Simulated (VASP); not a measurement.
# CuI (Marshite): cell size against the level of theory, part 2 of 2

Aim: relax CuI (Marshite) at several levels and hold each cell against experiment. The start is a cell from a database of measured crystal structures.

VASP 6.6.1, plane waves and PAW; the level of theory is named at each step.

So far. Step 2 (Relaxation with PBE): It ends with forces that vanish by symmetry and a pressure of 0.06 GPa. The volume lies +0.8 % from that of the database's start. The conventional cell has a = 6.079 Å. Step 3 (Relaxation with LDA): It ends at 25.34 Å³/atom, -9.1 % from the start, with 0.04 GPa left. The conventional cell has a = 5.874 Å.

The database entry behind the starting cell differs from later determinations by our own check (about 0.15 % long (mineral sample)), so it need not match the best structure at ambient conditions.

### Step 4. Relaxation with r2SCAN

This step: r2SCAN; plane waves and PAW (Cu, I) (VASP 6.6.1).

r2SCAN adds the kinetic-energy density, costs more than a GGA and is run with LASPH.

INCAR reads:

```
SYSTEM = CuI
PREC = Accurate
ENCUT = 520
EDIFF = 1E-06
NELM = 100
ISMEAR = -1
SIGMA = 0.05
LREAL = .FALSE.
ALGO = Normal
METAGGA = R2SCAN
LASPH = .TRUE.
NBANDS = 15
LORBIT = 11
LWAVE = .FALSE.
LCHARG = .FALSE.
KPAR = 2
IBRION = 2
NSW = 60
ISIF = 3
EDIFFG = -0.01
```

POSCAR reads:

```
CuI
1.0
    0.0000000000      3.0315000000      3.0315000000
    3.0315000000      0.0000000000      3.0315000000
    3.0315000000      3.0315000000      0.0000000000
Cu I
1 1
Direct
    0.2500000000      0.2500000000      0.2500000000
    0.0000000000      0.0000000000      0.0000000000
```

KPOINTS reads:

```
Automatic mesh
0
Gamma
6 6 6
0 0 0
```

Potentials, in the order of the species: Cu and I (PBE family, release 64).

Launch:

```
$ mpirun -np 2 vasp_std
```

Output:

```text
[banner, memory and clock lines left out]
running    2 mpi-ranks, on    1 nodes
[...]
[... a notice as in an earlier step ...]

 LDA part: xc-table for (None), standard interpolation
 POSCAR, INCAR and KPOINTS ok, starting setup
[...]
entering main loop
       N       E                     dE             d eps       ncg     rms          rms(c)
DAV:   1     0.650420384882E+02    0.65042E+02   -0.78421E+03   480   0.129E+03
DAV:   2    -0.326137832297E+02   -0.97656E+02   -0.90127E+02   487   0.244E+02
DAV:   3    -0.389195248670E+02   -0.63057E+01   -0.62099E+01   627   0.676E+01
DAV:   4    -0.390797314227E+02   -0.16021E+00   -0.16014E+00   557   0.102E+01
[...]
DAV:  13    -0.357910326163E+02    0.17805E-04   -0.70925E-05   613   0.253E-01    0.867E-03
DAV:  14    -0.357910339071E+02   -0.12908E-05   -0.14456E-05   783   0.689E-02    0.523E-03
DAV:  15    -0.357910346422E+02   -0.73513E-06   -0.55904E-07   303   0.162E-02
   1 F= -.35791035E+02 E0= -.35791035E+02  d E =-.357910E+02
[...]
DAV:   8    -0.357937969705E+02    0.99200E-05   -0.17545E-05   714   0.121E-01    0.568E-03
DAV:   9    -0.357937963559E+02    0.61462E-06   -0.36095E-06   494   0.120E-02
   2 F= -.35793796E+02 E0= -.35793796E+02  d E =-.276171E-02
 trial-energy change:   -0.002762  1 .order   -0.003306   -0.008359    0.001746
 step:   0.7699(harm=  0.8272)  dis= 0.00000  next Energy=   -35.794004 (dE=-0.297E-02)
[...]
N       E                     dE             d eps       ncg     rms          rms(c)
DAV:   1    -0.358023618852E+02   -0.85649E-02   -0.13459E-01   480   0.861E+00    0.718E-01
DAV:   2    -0.357967324323E+02    0.56295E-02   -0.65250E-02   480   0.811E+00    0.255E-01
DAV:   3    -0.357942951558E+02    0.24373E-02   -0.11638E-02   480   0.351E+00    0.131E-01
DAV:   4    -0.357939902620E+02    0.30489E-03   -0.95385E-04   672   0.399E-01    0.382E-02
DAV:   5    -0.357939775151E+02    0.12747E-04   -0.45255E-05   636   0.727E-02    0.244E-02
DAV:   6    -0.357939591252E+02    0.18390E-04   -0.92992E-06   762   0.608E-02    0.301E-03
DAV:   7    -0.357939592095E+02   -0.84305E-07   -0.54583E-07   282   0.107E-02
   3 F= -.35793959E+02 E0= -.35793959E+02  d E =-.292457E-02
[...]
reached required accuracy - stopping structural energy minimisation
```

Wall time 89 s (2 MPI ranks of AMD EPYC 7R43, shared host); peak memory 0.33 GiB.

Parts of OUTCAR (step 4):

```text
  Total       -0.0072658     -0.0072658     -0.0072658      0.0000000     -0.0000000      0.0000000
  in kB       -0.2129330     -0.2129330     -0.2129330      0.0000000     -0.0000000      0.0000000
  external PRESSURE =      -0.2129330 kB  Pullay stress =       0.0000000 kB

 POSITION                                       TOTAL-FORCE (eV/Angst)
 -----------------------------------------------------------------------------------
      1.50618      1.50618      1.50618         0.000000     -0.000000      0.000000
      0.00000      0.00000      0.00000        -0.000000      0.000000     -0.000000
 -----------------------------------------------------------------------------------
    total drift:                               -0.000010     -0.000010     -0.000010

  FREE ENERGIE OF THE ION-ELECTRON SYSTEM (eV)
  ---------------------------------------------------
  free  energy   TOTEN  =       -35.7939592095 eV

  energy  without entropy=      -35.7939592078  energy(sigma->0) =      -35.79395921

[... 2 parts as in an earlier step ...]

[... 2 further parts left out ...]
[key lines of the parts left out:]
E-fermi :   5.3325
```

The PAW data sets were made with PBE, which is usual practice but a small mismatch for other functionals.

The steps of the relaxation:

```csv
step,energy less that of the first step (eV),largest force (eV/Å),pressure (GPa),volume (Å³)
1,0.0000,0.0000,-0.98,55.72
2,-0.0028,0.0000,0.21,54.36
3,-0.0029,0.0000,-0.02,54.67
```

```csv
"conventional cell, symmetrised",before,after,change
a (Å),6.063,6.025,-0.6 %
b (Å),6.063,6.025,-0.6 %
c (Å),6.063,6.025,-0.6 %
volume (Å³/atom),27.86,27.34,-1.9 %
```

Final coordinates:

```xyz
2
Lattice="0.0000 3.0124 3.0124 3.0124 0.0000 3.0124 3.0124 3.0124 0.0000" Properties=species:S:1:pos:R:3 pbc="T T T"
Cu    1.5062    1.5062    1.5062
I     0.0000    0.0000    0.0000
```

It ends at 27.34 Å³/atom, -1.9 % from the start, with -0.02 GPa left. The conventional cell has a = 6.025 Å.

### Step 5. Relaxation with PBE + D3(BJ)

This step: PBE with D3(BJ); plane waves and PAW (Cu, I) (VASP 6.6.1).

A dispersion term adds the long-range attraction that semilocal functionals lack. D3 with Becke-Johnson damping keeps a finite attraction at short range.

INCAR: that of step 4 with these lines changed.

```diff
@@ -9,5 +9,6 @@
 ALGO = Normal
-METAGGA = R2SCAN
+GGA = PE
+IVDW = 12
+NBANDS = 15
 LASPH = .TRUE.
-NBANDS = 15
 LORBIT = 11
```

POSCAR is that of step 4.

KPOINTS is that of step 4.

Launch:

```
$ mpirun -np 2 vasp_std
```

Output:

```text
[... set-up lines as in an earlier step ...]
 entering main loop
       N       E                     dE             d eps       ncg     rms          rms(c)
[... 14 cycles as in an earlier step ...]
   1 F= -.62439992E+01 E0= -.62439991E+01  d E =-.624400E+01
[...]
2 F= -.62586457E+01 E0= -.62586456E+01  d E =-.146465E-01
[...]
3 F= -.62569312E+01 E0= -.62569312E+01  d E =-.129320E-01
[...]
4 F= -.62582718E+01 E0= -.62582718E+01  d E =-.142726E-01
[...]
5 F= -.62584908E+01 E0= -.62584908E+01  d E =-.144917E-01
[...]
6 F= -.62587676E+01 E0= -.62587676E+01  d E =-.276823E-03
 trial-energy change:   -0.000277  1 .order   -0.000294   -0.000667    0.000079
 step:   0.8863(harm=  0.9011)  dis= 0.00000  next Energy=    -6.258772 (dE=-0.282E-03)
 reached required accuracy - stopping structural energy minimisation
```

Elapsed: 39 s, on 2 MPI ranks; peak memory 0.35 GiB.

From OUTCAR (step 5):

```text
 Edisp (eV)   -0.72441

 Edisp (eV)   -0.71877

  Total      -0.01131    -0.01131    -0.01131    -0.00000     0.00000    -0.00000
  in kB      -0.33975    -0.33975    -0.33975    -0.00000     0.00000    -0.00000
  external pressure =       -0.34 kB  Pullay stress =        0.00 kB

 POSITION                                       TOTAL-FORCE (eV/Angst)
 -----------------------------------------------------------------------------------
      1.49390      1.49390      1.49390         0.000000     -0.000000     -0.000000
      2.98781      5.97561      2.98781        -0.000000      0.000000      0.000000
 -----------------------------------------------------------------------------------
    total drift:                                0.000001      0.000001      0.000001

  FREE ENERGIE OF THE ION-ELECTRON SYSTEM (eV)
  ---------------------------------------------------
  free  energy   TOTEN  =        -6.2587676426 eV

  energy  without entropy=       -6.2587675674  energy(sigma->0) =       -6.25876761

[... 2 parts as in an earlier step ...]

[... 2 further parts left out ...]
[key lines of the parts left out:]
E-fermi :   5.5737
```

Step by step:

```csv
step,energy less that of the first step (eV),largest force (eV/Å),pressure (GPa),volume (Å³)
1,0.0000,0.0000,-1.92,55.72
2,-0.0146,0.0000,-0.37,53.07
3,-0.0129,0.0000,0.71,52.49
4,-0.0143,0.0000,0.39,52.87
5,-0.0145,0.0000,0.29,52.97
6,-0.0148,0.0000,-0.03,53.34
```

```csv
"conventional cell, symmetrised",before,after,change
a (Å),6.063,5.976,-1.4 %
b (Å),6.063,5.976,-1.4 %
c (Å),6.063,5.976,-1.4 %
volume (Å³/atom),27.86,26.67,-4.3 %
```

The relaxed structure:

```cif
data_structure
_symmetry_space_group_name_H-M 'P 1'
_symmetry_Int_Tables_number 1
_cell_length_a 4.2254
_cell_length_b 4.2254
_cell_length_c 4.2254
_cell_angle_alpha 60.000
_cell_angle_beta 60.000
_cell_angle_gamma 60.000
_cell_volume 53.34
loop_
_atom_site_label
_atom_site_type_symbol
_atom_site_fract_x
_atom_site_fract_y
_atom_site_fract_z
_atom_site_occupancy
Cu1 Cu 0.25000 0.25000 0.25000 1
I2 I 0.00000 0.00000 0.00000 1
```

It ends at 26.67 Å³/atom, -4.3 % from the start, with -0.03 GPa left. The conventional cell has a = 5.976 Å. Against plain PBE, the dispersion term moves a by -1.7 %.

### Step 6. The cells as a table

This step: relaxed cells at several levels; plane waves and PAW (VASP 6.6.1).

No new run; the numbers come from the runs before.

Lengths are those of the conventional cell; cost is the wall time of each run, as given at its step, times its ranks, without the set-up around it. Results by level, by row:

```csv
level,volume (Å³/atom),change from the start (%),a (Å),cost (core minutes)
PBE,28.08,0.8,6.079,0.547
LDA,25.34,-9.1,5.874,0.66
r2SCAN,27.34,-1.9,6.025,2.97
PBE + D3(BJ),26.67,-4.3,5.976,1.3
```

### Step 7. What came out

```
volume, PBE          : 28.08 Å³/atom
volume, LDA          : 25.34 Å³/atom
volume, r2SCAN       : 27.34 Å³/atom
volume, PBE + D3(BJ) : 26.67 Å³/atom
```

What this shows: For CuI (Marshite) the levels give volumes between 25.34 Å³/atom (LDA) and 28.08 Å³/atom (PBE), a spread of 10.8 %, while the cost of the finished runs spans a factor of 5.4. Within 1 % of experiment on every length: PBE and r2SCAN. The nearest, PBE, is among the cheap ones. Thermal and zero-point expansion, often some tenths of a per cent in length, bear on this order: with the measured lengths lowered by an assumed 0.4 % the nearest becomes r2SCAN. The costs hold the number of ionic steps as well as the price of the functional. Adding D3(BJ) to PBE changes the volume by -5.0 % (a by -1.7 %). Within 0.02 Å all end in space group F-43m; the runs can't lower the symmetry of the start. Each is a single relaxation on the plane waves of the start cell, so larger changes of volume carry a basis-set error that was not tested here.

Calculation against experiment:

```
              quantity  measured             PBE             LDA          r2SCAN    PBE + D3(BJ)
lattice constant a (Å)     6.053  6.079 (+0.4 %)  5.874 (-3.0 %)  6.025 (-0.5 %)  5.976 (-1.3 %)
```

Measured values from arxiv:2305.18931 (2023).

**Verdict.** For the lattice constant a, of the levels listed nearest comes PBE (+0.4 %, good agreement) and farthest LDA (-3.0 %, a clear miss). The grades are ours: good and fair within 0.7 and 1.5 % for the lattice constant a. Zero-point motion and thermal expansion are not in the computed lattice constants.

[Lines on the potential files, build, host, timing and source positions are cut from VASP's logs without a mark.]

[Logs are printed without paths, hosts, clocks, repeated set-up lines and the standing remarks that a program may print on its own settings, such as how far it seeks lower states.]

[Hosts, paths, dates, database ids (printed as entryN), source tags and the programs' standing remarks are cut or masked in the printed files.]

[A measured line is paired with the nearest computed mode of its activity, which favours agreement.]
